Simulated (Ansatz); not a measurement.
**CoPdO$_{2}$: course of a relaxation**

The calculation used DFT PBE, scalar-relativistic, plane waves, PAW in Ansatz 0.2.0. (420 eV cutoff, 18×18×18 k-mesh, Gaussian smearing of 0.10 eV, no spin polarisation)

What was changed: relaxed at -1 GPa.

A cell with an odd number of electrons and no spin polarisation is a metal by construction and may be lower with spin.

Command:

```bash
ansatz run input.yaml --threads 1 --pin off --max-ram 2560MiB --backend cpu --events-out ev --progress --plain --runs-dir out
```

Input:

```yaml
crystal:
  lattice:
    - [1.435759181, 0.8289359497, 5.9651083937]
    - [-1.435759181, 0.8289359497, 5.9651083937]
    - [0.0, -1.6578718993, 5.9651083937]
  atoms:
    - { symbol: Co, position: [0.5, 0.5, 0.5] }
    - { symbol: Pd, position: [0.0, 0.0, 0.0] }
    - { symbol: O, position: [0.1128397895, 0.1128397895, 0.1128397895] }
    - { symbol: O, position: [0.8871602105, 0.8871602105, 0.8871602105] }
basis:
  ecutwfc: 420
kpoints:
  mp_grid: { grid: [18, 18, 18] }
hamiltonian:
  xc: pbe
scf:
  occupations: { method: gaussian, width: 0.1 }
output:
  forces: true
  stress: true
  eigenvalues: true
relax:
  adjacent_minimum: "off"
  f_tol: 0.008
  max_steps: 50
  cell: { stress_tol: 0.08, p_target: -1.0 }
```

F is the free energy. Steps run on the plane waves of an earlier cell, but the last one, and at times one on the way, on a freshly chosen basis, so a repeated geometry can differ a little in energy. The relaxation lowers the enthalpy F + PV at the target pressure, so F itself can rise.

Steps:

```json
{"step": "1", "F − F(1) (eV)": "0.0000", "largest force component (eV/Å)": "0.037", "V (Å³/atom)": "10.649", "P (GPa)": "-2.03"}
{"step": "2", "F − F(1) (eV)": "-0.0018", "largest force component (eV/Å)": "0.028", "V (Å³/atom)": "10.621", "P (GPa)": "-1.44"}
{"step": "3", "F − F(1) (eV)": "-0.0027", "largest force component (eV/Å)": "0.005", "V (Å³/atom)": "10.601", "P (GPa)": "-1.00"}
{"step": "4", "F − F(1) (eV)": "-0.0019", "largest force component (eV/Å)": "0.005", "V (Å³/atom)": "10.601", "P (GPa)": "-1.03"}
```

Relaxed structure:

```cif
data_structure
_symmetry_space_group_name_H-M 'P 1'
_symmetry_Int_Tables_number 1
_cell_length_a 6.1772
_cell_length_b 6.1772
_cell_length_c 6.1772
_cell_angle_alpha 26.851
_cell_angle_beta 26.851
_cell_angle_gamma 26.851
_cell_volume 42.40
loop_
_atom_site_label
_atom_site_type_symbol
_atom_site_fract_x
_atom_site_fract_y
_atom_site_fract_z
_atom_site_occupancy
Co1 Co 0.50000 0.50000 0.50000 1
Pd1 Pd 0.00000 0.00000 0.00000 1
O1 O 0.11290 0.11290 0.11290 1
O2 O 0.88710 0.88710 0.88710 1
```

Symmetry: R-3m, No. 166, trigonal system. The conventional cell has a = 2.868 Å, b = 2.868 Å, c = 17.853 Å, α = 90.00°, β = 90.00°, γ = 120.00°. Co (site symmetry -3m) has 6 O at 1.91 Å as nearest neighbours. Pd (site symmetry -3m) has 2 O at 2.02 Å as nearest neighbours. O (site symmetry 3m) has 3 Co at 1.91 Å and 1 Pd at 2.02 Å as nearest neighbours.

The run converged. Time: 68 s on 1 thread of Intel(R) Xeon(R) 6975P-C (Granite Rapids) (shared host), peak memory 0.83 GiB.